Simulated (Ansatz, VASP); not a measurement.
## Si: VASP beside Ansatz

File INCAR:

```
ALGO = Normal ; EDIFF = 1E-6
ENCUT = 520 ; GGA = PE
ISIF = 2 ; ISMEAR = -1
LASPH = T ; LCHARG = F
LREAL = F ; LWAVE = F
NBANDS = 8 ; NELM = 80
PREC = Accurate ; SIGMA = 0.08
```

File KPOINTS:

```
k-points
0
Gamma
  15 15 15
```

Contents of POSCAR:

```
Si
1.0
    2.0083172543      0.0000000000      0.0000000000
    0.0000000000      2.0083172543      0.0000000000
    0.0000000000      0.0000000000      2.0083172543
Si
1
Direct
    0.0000000000      0.0000000000      0.0000000000
```

Input for Ansatz:

```yaml
crystal:
  lattice:
    - [2.0083172543, 0.0, 0.0]
    - [0.0, 2.0083172543, 0.0]
    - [0.0, 0.0, 2.0083172543]
  atoms:
    - { symbol: Si, position: [0.0, 0.0, 0.0] }
kpoints:
  mp_grid: { grid: [15, 15, 15] }
  band_path:
    path:
      - [0.0, 0.0, 0.0]
      - [0.0, 0.5, 0.0]
      - [0.5, 0.5, 0.0]
      - [0.0, 0.0, 0.0]
      - [0.5, 0.5, 0.5]
      - [0.0, 0.5, 0.0]
      - [0.5, 0.5, 0.5]
      - [0.5, 0.5, 0.0]
    npoints: 8
scf:
  occupations: { method: fermi_dirac, width: 0.08 }
hamiltonian:
  xc: pbe
  pseudopotentials: { kind: all_electron, lapw: { basis_error: 0.001 } }
output:
  forces: true
  stress: true
  eigenvalues: true
  populations: true
  dos: { projected: true, de: 0.2, e_range: [-14, 8] }
```

Change from the starting cell: volume scaled by 0.5, LAPW.

Alike in both runs: task single point; functional PBE; k mesh 15 × 15 × 15; occupations fermi-dirac, width 0.08 eV; no spin polarisation.

|  | VASP | Ansatz |
| --- | --- | --- |
| version | VASP 6.6.1 | Ansatz 0.2.0 |
| potentials or method | VASP PAW PBE potentials, release 64 (Si) | all-electron LAPW, scalar-relativistic |
| plane-wave cutoff (eV) | 520 | see its input |

VASP gave:

```
pressure (GPa) : 275.9
```

What did Ansatz give for the same quantities?

Pressure (GPa): 275.6.

Ansatz ran all-electron here, so the differences hold the error of VASP's frozen core and of both bases.

Caveats: the cell as given lies far from equilibrium; so large a pressure means that the cell lies far from this level's equilibrium, or that cutoff or potentials fall short (VASP).
